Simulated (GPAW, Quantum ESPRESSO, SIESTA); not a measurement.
**Wurtzite SiC, size series (300 atoms): one structure in several programs**

How near do other programs and methods come to a plane-wave reference for wurtzite SiC, size series (300 atoms)? A plane-wave run serves as the reference.

Main program and level: Quantum ESPRESSO 7.5; Kohn-Sham DFT, PBE, SSSP efficiency 1.3.0 pseudopotentials, plane waves.

## Step 1: The starting structure

The cell holds 300 atoms: 150 Si and 150 C. Its edges and angles: a = 15.380 Å, b = 15.380 Å, c = 15.144 Å, α = 90.0°, β = 90.0°, γ = 120.0°. It derives from SiC (wurtzite), repeated 5×5×3. Wurtzite SiC (a = 3.076 Å, c = 5.048 Å), 5 x 5 x 3 conventional cells; every coordinate displaced by a Gaussian of 0.08 Å. Then every atom was moved at random, 0.03 Å r.m.s. a Cartesian component.

## Step 2: The reference run

pw.in

```
&control
  calculation = 'scf'
  pseudo_dir = './pseudo'
  outdir = './tmp'
  disk_io = 'none'
  tprnfor = .true.
  tstress = .true.
/
&system
  ibrav = 0
  nat = 300
  ntyp = 2
  ecutwfc = 45
  ecutrho = 360
  nosym = .true.
  occupations = 'smearing'
  smearing = 'fd'
  degauss = 0.003675
/
&electrons
  conv_thr = 1.5e-06
  electron_maxstep = 100
  mixing_beta = 0.4
  mixing_mode = 'plain'
  diagonalization = 'david'
/
ATOMIC_SPECIES
Si 28.085 Si.upf
C 12.011 C.upf
CELL_PARAMETERS angstrom
15.38000 0.00000 0.00000
-7.69000 13.31947 0.00000
0.00000 0.00000 15.14400
ATOMIC_POSITIONS crystal
Si 0.01133 0.00117 0.00214
C 0.06208 0.13955 0.04288
Si 0.06272 0.13756 0.16611
C 0.00232 0.00586 0.20296
Si 0.00650 0.00812 0.33199
C 0.07557 0.13927 0.37203
Si 0.07652 0.14872 0.50308
C 0.00258 0.00469 0.54062
Si 0.01300 0.00432 0.67205
C 0.07182 0.12085 0.70958
Si 0.06666 0.12909 0.83526
C 0.99454 0.99525 0.88027
[... 284 atom lines left out ...]
Si 0.80120 0.79566 0.66483
C 0.86486 0.93591 0.71361
Si 0.86681 0.93222 0.83218
C 0.79154 0.79826 0.88181
K_POINTS gamma
```

Command:

```sh
OMP_NUM_THREADS=1 pw.x -in pw.in > output.txt
```

The program printed:

```text
Program PWSCF
     gamma-point specific algorithms are used
     sticks:   dense  smooth     PW     G-vecs:    dense   smooth      PW
     Sum       20959   10489   2611              2414747   853707  106711
     bravais-lattice index     =            0
     lattice parameter (alat)  =      29.0640  a.u.
     unit-cell volume          =   20935.3623 (a.u.)^3
     number of atoms/cell      =          300
     number of atomic types    =            2
     number of electrons       =      1200.00
     number of Kohn-Sham states=          720
     kinetic-energy cutoff     =      45.0000  Ry
     charge density cutoff     =     360.0000  Ry
     scf convergence threshold =      1.5E-06
     mixing beta               =       0.4000
[... lines left out ...]
     number of k points=     1  Fermi-Dirac smearing, width (Ry)=  0.0037
[... lines left out ...]
     total energy              =   -4464.27815812 Ry
[... lines left out ...]
     total energy              =   -4476.24122415 Ry
[... lines left out ...]
     total energy              =   -4476.86612156 Ry
[... lines left out ...]
     c_bands:  1 eigenvalues not converged
[... lines left out ...]
     total energy              =   -4477.12013281 Ry
[... lines left out ...]
     total energy              =   -4477.12014062 Ry
[... lines left out ...]
    -6.2522  -5.9178  -5.7760  -5.7358  -5.6180  -5.5835  -5.5240  -5.4444
    -5.4072  -5.2084  -5.1815  -5.1289  -5.0468  -4.9880  -4.9766  -4.9564
    -4.9336  -4.8832  -4.8232  -4.7755  -4.6702  -4.4661  -4.4485  -4.3463
[...]
14.6654  14.6784  14.7280  14.7360  14.7617  14.7755  14.7912  14.8275
    14.8334  14.8554  14.8694  14.8835  14.8954  14.9246  14.9449  14.9581
     the Fermi energy is    10.8607 ev
!    total energy              =   -4477.12014189 Ry
     estimated scf accuracy    <       0.00000132 Ry
     smearing contrib. (-TS)   =      -0.00000002 Ry
     internal energy E=F+TS    =   -4477.12014187 Ry
     The total energy is F=E-TS. E is the sum of the following terms:
     one-electron contribution =     835.80890202 Ry
     hartree contribution      =     371.07041070 Ry
     xc contribution           =   -1648.66702195 Ry
     ewald contribution        =   -3110.31292266 Ry
     one-center paw contrib.   =    -925.01950997 Ry
     convergence has been achieved in  12 iterations
     Forces acting on atoms (cartesian axes, Ry/au):
     atom    1 type  1   force =    -0.12654026   -0.01608135    0.02902086
     atom    2 type  2   force =     0.12631224   -0.02532430   -0.00825021
     atom    3 type  1   force =     0.01210157   -0.02933590    0.00110671
[...]
atom  299 type  1   force =    -0.04820287    0.03502669    0.05320937
     atom  300 type  2   force =     0.10055409    0.09563783   -0.12660622
     Total force =     3.407274     Total SCF correction =     0.002473
     Computing stress (Cartesian axis) and pressure
          total   stress  (Ry/bohr**3)                   (kbar)     P=      111.32
   0.00064366   0.00003259  -0.00003681           94.68        4.79       -5.41
   0.00003259   0.00088905   0.00003019            4.79      130.78        4.44
  -0.00003681   0.00003019   0.00073744           -5.41        4.44      108.48
     Message from routine punch:
     Nothing written, as per user request (disk_io='none')
```

It took 1.6 h on 1 thread of Arm Neoverse V1, shared host; peak memory 16 GiB.

Banners, paths, timers and routine set-up lines are dropped from the logs unmarked, and long logs keep their key lines alone; longer cuts are marked.

Numbers from this run:

| Item | Value |
| --- | --- |
| r.m.s. force component | 2.92 eV/Å |
| longest force | 22.06 eV/Å |
| pressure | 11.13 GPa |
| gap (highest filled to lowest empty level) | 1.622 eV |

## Step 3: The other programs

The programs:
- GPAW 26.7.0: PAW with atomic orbitals (LCAO), plane waves or a real-space grid of spacing h.
- SIESTA 5.4.2: numerical atomic orbitals, whose automatically made sets are far from complete, with PseudoDojo norm-conserving potentials that we converted to its format (checked against plane waves on the same files for H, C, O, Si, Ge and Ca alone); labels give functional, basis size, energy shift and mesh cutoff.

All use the same cell and atoms; the electronic-structure runs use the same k-mesh, and an electronic temperature of 580 K (0.05 eV) where levels are smeared.

Differences are against the plane-wave reference, forces as r.m.s. over components; share is that over the reference's r.m.s. force, slope the least-squares factor from reference forces to these. Total energies of different programs have different zeros and aren't compared.

```csv
run,"Δ force, r.m.s. (meV/Å)",share (%),slope,Δ pressure (GPa),Δ gap (eV),cores,CPU time,memory (GiB)
reference,-,-,-,-,-,1,1.6 h,16
"GPAW PBE, LCAO dzp, h 0.25 Å (coarse)",142,4.88,1.044,-,0.0379,4,37 min,8.1
"GPAW PBE, LCAO szp(dzp), h 0.2 Å (coarse)",190,6.52,1.053,-,0.170,4,22 min,6.7
"SIESTA PBE, SZ, shift 0.01 Ry, mesh 300 Ry (coarse)",984,33.7,1.302,25.0,1.26,2,4 min,1.7
"SIESTA PBE, SZ, shift 0.02 Ry, mesh 300 Ry (coarse)",1030,35.3,1.319,22.6,1.19,2,2.9 min,1.4
```

Rows marked coarse were listed beforehand as settings not expected to be converged; some can still land near the reference.

CPU time is summed over cores on a shared host, where runs went side by side, so it is rough. Symmetry, cutoffs, thresholds, outputs and thread counts weren't matched or tuned between programs; memory under MPI is the largest rank's times the ranks.

Runs without a result: SIESTA PBE, SZ, shift 0.02 Ry, mesh 300 Ry, order-N, radius 6.5 Å, eta -2.26 eV (cut off at its time limit of 33 min).

## Step 4: Summary of results

| Property | Result |
| --- | --- |
| reference r.m.s. force component | 2.92 eV/Å |
| nearest in forces | GPAW PBE, LCAO dzp, h 0.25 Å (coarse), 4.9 % |
| farthest in forces | SIESTA PBE, SZ, shift 0.02 Ry, mesh 300 Ry (coarse), 35 % |
| cheapest electronic-structure run beside the reference | SIESTA PBE, SZ, shift 0.02 Ry, mesh 300 Ry, 2.9 min of CPU time |

What this shows: Runs with settings chosen to be coarse differ by 4.9 % (GPAW PBE, LCAO dzp, h 0.25 Å) to 35 % (SIESTA PBE, SZ, shift 0.02 Ry, mesh 300 Ry), their programs' other errors included. Of the electronic-structure runs that take under half the reference's CPU time, GPAW PBE, LCAO dzp, h 0.25 Å comes nearest, at 4.9 % in 37 min against 1.6 h. SIESTA PBE, SZ, shift 0.02 Ry, mesh 300 Ry stiffens the forces by a factor of 1.32 while following their directions (correlation 0.994); the slopes of the 2 SIESTA runs lie between 1.30 and 1.32. At the same functional, gaps differ from the reference's 1.62 eV by between +0.04 and +1.26 eV. A likely cause of the wide gaps: compact atomic orbitals describe empty levels worse than filled ones. These are spacings on the run's k-points, which needn't hold the band edges. In pressure, SIESTA PBE, SZ, shift 0.01 Ry, mesh 300 Ry misses by +25.0 GPa, at the same functional. In the reference: filled and empty levels are parted by 1.62 eV on the run's k-points; the mesh holds the band edges only if they fold onto it, so the gap at this level can be narrower or closed, while semilocal functionals tend to narrow gaps against experiment. The reference's pressure holds the uncorrected Pulay stress of its 45 Ry basis, so small pressure differences, and their order, may be the reference's own error. The reference's stress is far from hydrostatic: its diagonal is 9.5, 13.1, 10.8 GPa, compression counted positive. The reference's pressure of 11 GPa belongs to a cell and atoms that aren't relaxed at this level. The electronic-structure runs sample only Γ, in a cell whose shortest periodic width is 13 Å.

[Also dropped from logs without a mark: logging warnings of Python, and SIESTA's first energy breakdown and zero terms.]

[Logs are printed without paths, hosts, clocks, repeated set-up lines and the standing remarks that a program may print on its own settings, such as how far it seeks lower states.]

[Hosts, paths, dates, database ids (printed as entryN), source tags and the programs' standing remarks are cut or masked in the printed files.]
